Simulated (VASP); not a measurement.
# CaF2 (Fluorite) (Fm-3m) in VASP: further runs

One crystal, CaF2 (Fluorite), is run at these levels: PBEsol; tasks: single point, relaxation of cell and atoms.

Program: VASP 6.6.1. These are calculated values, not measurements. Logs are shortened: lines on timing, memory, paths and dates and some standing lists are left out, and cuts for length are marked.

## (1) The structure

The structure is cubic, space group Fm-3m (No. 225). The conventional cell has a = 5.421 Å, b = 5.421 Å, c = 5.421 Å, α = 90.00°, β = 90.00°, γ = 90.00°. Ca (site symmetry m-3m) is surrounded by 8 F at 2.35 Å. F (site symmetry -43m) is surrounded by 4 Ca at 2.35 Å.

## (2) Single point, PBEsol

INCAR

```
PREC = Accurate
ENCUT = 520
EDIFF = 1E-7
ISMEAR = 0
SIGMA = 0.02
LREAL = F
LASPH = T
NELM = 80
ALGO = Fast
ISIF = 2
LWAVE = F
LCHARG = F
GGA = PS
NBANDS = 19
```

KPOINTS

```
Automatic mesh
0
Gamma
  8 8 8
```

POSCAR

```
CaF2
1.0
    0.0000000000      2.7103819580      2.7103819580
    2.7103819580      0.0000000000      2.7103819580
    2.7103819580      2.7103819580      0.0000000000
Ca F
1 2
Direct
    0.0000000000      0.0000000000      0.0000000000
    0.2500000000      0.2500000000      0.2500000000
    0.7500000000      0.7500000000      0.7500000000
```

Potentials or basis: VASP PAW PBE potentials, release 64 (Ca_sv, F).

Run with:

```bash
> cat potpaw_PBE.64/Ca_sv/POTCAR potpaw_PBE.64/F/POTCAR > POTCAR
> mpirun -np 1 vasp_std > vasp.out
```

OUTCAR:

```text
PREC = Accurate
   ENCUT = 520
   EDIFF = 1E-7
   ISMEAR = 0
   LREAL = F
   LASPH = T
   NELM = 80
   ISIF = 2
   GGA = PS

 ion  position               nearest neighbor table
   1  0.000  0.000  0.000-   3 2.35   2 2.35   3 2.35   2 2.35   3 2.35   3 2.35   2 2.35   2 2.35

   2  0.250  0.250  0.250-   1 2.35   1 2.35   1 2.35   1 2.35
   3  0.750  0.750  0.750-   1 2.35   1 2.35   1 2.35   1 2.35

  LATTYP: Found a face centered cubic cell.
 ALAT       =     5.4207639160

  Lattice vectors:

 A1 = (   0.0000000000,   2.7103819580,   2.7103819580)
 A2 = (   2.7103819580,   0.0000000000,   2.7103819580)
 A3 = (   2.7103819580,   2.7103819580,   0.0000000000)

Analysis of symmetry for initial positions (statically):
=====================================================================
 Subroutine PRICEL returns:
 Original cell was already a primitive cell.

 Routine SETGRP: Setting up the symmetry group for a
 face centered cubic supercell.

 Subroutine GETGRP returns: Found 48 space group operations
 (whereof 48 operations were pure point group operations)
 out of a pool of 48 trial point group operations.

The static configuration has the point symmetry O_h .

Analysis of symmetry for dynamics (positions and initial velocities):
=====================================================================
 Subroutine PRICEL returns:
 Original cell was already a primitive cell.

 Routine SETGRP: Setting up the symmetry group for a
 face centered cubic supercell.

 Subroutine GETGRP returns: Found 48 space group operations
 (whereof 48 operations were pure point group operations)
 out of a pool of 48 trial point group operations.

The dynamic configuration has the point symmetry O_h .

 Subroutine INISYM returns: Found 48 space group operations
 (whereof 48 operations are pure point group operations),
 and found     1 'primitive' translations

----------------------------------------------------------------------------------------

                                     Primitive cell

  volume of cell :      39.8219

  direct lattice vectors                    reciprocal lattice vectors
     0.000000000  2.710381958  2.710381958    -0.184475844  0.184475844  0.184475844
     2.710381958  0.000000000  2.710381958     0.184475844 -0.184475844  0.184475844
     2.710381958  2.710381958  0.000000000     0.184475844  0.184475844 -0.184475844

  length of vectors
[... 83 lines left out ...]
   NELM   =     80;   NELMIN=  2; NELMDL= -5     # of ELM steps
   EDIFF  = 0.1E-06   stopping-criterion for ELM
   LREAL  =      F    real-space projection
   EDIFFG = 0.1E-05   stopping-criterion for IOM
   NSW    =      0    number of steps for IOM
   IBRION =     -1    ionic relax: 0-MD 1-quasi-New 2-CG
   NFREE  =      0    steps in history (QN), initial steepest desc. (CG)
   ISIF   =      2    stress and relaxation
   ISYM   =      2    0-nonsym 1-usesym 2-fastsym
   POTIM  = 0.5000    time-step for ionic-motion
   TEBEG  =    0.0;   TEEND  =   0.0 temperature during run
   PSTRESS=    0.0 pullay stress
   NELECT =      24.0000    total number of electrons
   NUPDOWN=      -1.0000    fix difference up-down
   EMIN   =  10.00;   EMAX   =-10.00  energy-range for DOS
   EFERMI =   0.00;   METHOD = LEGACY
   ISMEAR =     0;   SIGMA  =   0.02  broadening in eV -4-tet -1-fermi 0-gaus
   EFERMI_NEDOS =   21; number of points for ismear=-14 and -15
   IALGO  =     68    algorithm
   IMIX   =      4    mixing-type and parameters
     AMIX     =   0.40;   BMIX     =  1.00
     AMIX_MAG =   1.60;   BMIX_MAG =  1.00
  volume/ion in A,a.u.               =      13.27        89.58
  Fermi-wavevector in a.u.,A,eV,Ry     =   1.382838  2.613186 26.017631  1.912242
  Thomas-Fermi vector in A             =   2.507492
   LORBIT       =      0    0 simple, 1 ext, 2 COOP (PROOUT), +10 PAW based schemes
   GGA     = PS    functional components
   LHFCALC =     F    Hartree Fock is set to
   AEXX    =    0.0000 exact exchange contribution
   IVDW    =     0    specifies the selected vdW correction
   LEPSILON=     F    determine dielectric tensor
   LRPA    =     F    only Hartree local field effects (RPA)
 non-spin polarized calculation
 RMM-DIIS sequential band-by-band and
 Gauss-broadening in eV      SIGMA  =   0.02
  energy-cutoff  :      520.00
  volume of cell :       39.82
 maximum number of plane-waves:      1090
 NGX is ok and might be reduce to    30
   NGX = 15   NGY = 15   NGZ = 15

 number of electron      23.9999982 magnetization

 Free energy of the ion-electron system (eV)
  ---------------------------------------------------
  ext. energy  EPLUGINS =         0.00000000
  ---------------------------------------------------
  free energy    TOTEN  =       -17.89991025 eV

  energy without entropy =      -17.89991025  energy(sigma->0) =      -17.89991025

 E-fermi :  -0.8377     XC(G=0): -10.0157

 val. band max:       -0.9601452744   @ k =   0.5000   0.5000   0.0000
 cond. band min:       6.2627068655   @ k =   0.0000   0.0000   0.0000
 fundamental gap:      7.2228521400
 Fermi energy:        -0.8376862215

 k-point     1 :       0.0000    0.0000    0.0000
  band No.  band energies     occupation
      1     -36.6651      2.00000
      2     -20.8391      2.00000
      3     -20.0143      2.00000
      4     -17.6894      2.00000
      5     -17.6894      2.00000
      6     -17.6894      2.00000
[... 505 lines left out ...]
      6     -17.2521      2.00000
[... 11 lines left out ...]
     18      11.5936      0.00000
     19      13.3607      0.00000

 [... further k-points ...]

------------------------ aborting loop because EDIFF is reached ----------------------------------------

  FORCE on cell =-STRESS in cart. coord.  units (eV):
  Direction    XX          YY          ZZ          XY          YZ          ZX
  --------------------------------------------------------------------------------------
  -------------------------------------------------------------------------------------
  Total        0.0729613      0.0729613      0.0729613      0.0000000      0.0000000     -0.0000000
  in kB        2.9354973      2.9354973      2.9354973      0.0000000      0.0000000     -0.0000000
  external PRESSURE =       2.9354973 kB  Pullay stress =       0.0000000 kB

 VOLUME and BASIS-vectors are now :
 -----------------------------------------------------------------------------
  energy-cutoff  :      520.00
  volume of cell :       39.82
      direct lattice vectors                 reciprocal lattice vectors
     0.000000000  2.710381958  2.710381958    -0.184475844  0.184475844  0.184475844
     2.710381958  0.000000000  2.710381958     0.184475844 -0.184475844  0.184475844
     2.710381958  2.710381958  0.000000000     0.184475844  0.184475844 -0.184475844

 POSITION                                       TOTAL-FORCE (eV/Angst)
 -----------------------------------------------------------------------------------
      0.00000      0.00000      0.00000         0.000000      0.000000     -0.000000
      1.35519      1.35519      1.35519         0.000000      0.000000      0.000000
      4.06557      4.06557      4.06557        -0.000000     -0.000000     -0.000000
 -----------------------------------------------------------------------------------
    total drift:                                0.000000     -0.000000      0.000000

  FREE ENERGIE OF THE ION-ELECTRON SYSTEM (eV)
  ---------------------------------------------------
  free  energy   TOTEN  =       -17.8999102509 eV

  energy  without entropy=      -17.8999102509  energy(sigma->0) =      -17.89991025
```

Wall time 23 s (1 thread of Intel Xeon 6975P-C (Granite Rapids), shared host); peak memory 0.17 GiB.

Results:

| Item | Value |
| --- | --- |
| Free energy | -17.8999 eV |
| Pressure | 0.3 GPa |
| Band gap on the k mesh | 7.22 eV, indirect (least direct gap 7.49 eV) |

Levels at points of the mesh, in eV from the valence-band top:
| k point | band 8 | band 9 | band 10 | band 11 | band 12 | band 13 | band 14 | band 15 | band 16 | band 17 |
| --- | --- | --- | --- | --- | --- | --- | --- | --- | --- | --- |
| (0.00, 0.00, 0.00) | -2.22 | -2.22 | -0.26 | -0.26 | -0.26 | 7.22 | 9.20 | 9.20 | 11.40 | 11.40 |
| (0.50, 0.00, 0.00) | -1.60 | -1.34 | -1.29 | -0.86 | -0.86 | 9.44 | 9.44 | 9.85 | 10.65 | 11.11 |
| (0.50, 0.50, 0.00) | -1.70 | -1.70 | -0.39 | -0.39 | 0.00 | 8.08 | 9.60 | 10.19 | 11.01 | 11.01 |

Caveat: the PAW data sets were made with another functional, which shifts forces and pressure a little.

## (3) Relaxation of cell and atoms, PBEsol

This run uses another cell than the first one, of 13.58 Å³/atom, 1.023 times its volume.

INCAR

```
SYSTEM = CaF2
PREC     = Accurate       ! precision mode
ENCUT    = 600            ! plane-wave cutoff, eV
EDIFF    = 1E-7           ! SCF threshold, eV
ISMEAR   = 0              ! smearing method
SIGMA    = 0.02           ! smearing width, eV
LREAL    = .FALSE.        ! projectors in reciprocal space
LASPH    = .TRUE.         ! aspherical terms in the spheres
NELM     = 80             ! most SCF steps
ALGO     = Normal         ! electronic algorithm
ISIF     = 3              ! what is computed and relaxed
LWAVE    = .FALSE.        ! write WAVECAR
LCHARG   = .FALSE.        ! write CHGCAR
GGA      = PS             ! functional
IBRION   = 2              ! ionic algorithm
NSW      = 100            ! ionic steps
EDIFFG   = -0.005         ! ionic threshold
```

KPOINTS

```
regular mesh
0
G
  8 8 8
  0 0 0
```

POSCAR

```
CaF2
1.0
    0.0000000000      2.7310000000      2.7310000000
    2.7310000000      0.0000000000      2.7310000000
    2.7310000000      2.7310000000      0.0000000000
Ca F
1 2
Direct
    0.0000000000      0.0000000000      0.0000000000
    0.2500000000      0.2500000000      0.2500000000
    0.7500000000      0.7500000000      0.7500000000
```

Potentials or basis: VASP PAW PBE potentials, release 64 (Ca_sv, F).

Run with:

```bash
> cat potpaw_PBE.64/Ca_sv/POTCAR potpaw_PBE.64/F/POTCAR > POTCAR
> mpirun -np 1 vasp_std > vasp.out
```

Wall time 18 s (1 thread of Intel Xeon 6975P-C (Granite Rapids), shared host); peak memory 0.19 GiB.

Results (log left out):

```yaml
Free_energy: -17.9070 eV
Relaxed_volume: 13.30 Å³/atom
Relaxed_cell: a = 3.835 Å, b = 3.835 Å, c = 3.835 Å, α = 60.00°, β = 60.00°, γ = 60.00°
Space_group_after_relaxing_to_0.05_Å: Fm-3m (No. 225)
Energy_gained_by_relaxing: 1.5 meV/atom
Ionic_steps: 2
Pressure_after_relaxing: 0.0 GPa
Band_gap_on_the_k_mesh: 7.21 eV, indirect (least direct gap 7.48 eV)
```

Step by step:
| step | energy change (eV) | largest force (eV/Å) | pressure (GPa) | volume (Å³) |
| --- | --- | --- | --- | --- |
| 1 | 0.0000 | 0.0000 | -1.70 | 40.74 |
| 2 | -0.0045 | 0.0000 | 0.03 | 39.90 |

Final structure:
```
CELL_PARAMETERS angstrom
0.00000 2.71206 2.71206
2.71206 0.00000 2.71206
2.71206 2.71206 0.00000
ATOMIC_POSITIONS crystal
Ca 0.00000 0.00000 0.00000
F 0.25000 0.25000 0.25000
F 0.75000 0.75000 0.75000
```

Levels at points of the mesh, in eV from the valence-band top:
| k point | band 10 | band 11 | band 12 | band 13 | band 14 | band 15 |
| --- | --- | --- | --- | --- | --- | --- |
| (0.00, 0.00, 0.00) | -0.26 | -0.26 | -0.26 | 7.21 | 9.20 | 9.20 |
| (0.50, 0.00, 0.00) | -1.28 | -0.86 | -0.86 | 9.44 | 9.44 | 9.84 |
| (0.50, 0.50, 0.00) | -0.38 | -0.38 | 0.00 | 8.08 | 9.59 | 10.19 |

Caveat: the PAW data sets were made with another functional, which shifts forces and pressure a little. A k mesh can miss the band edges.
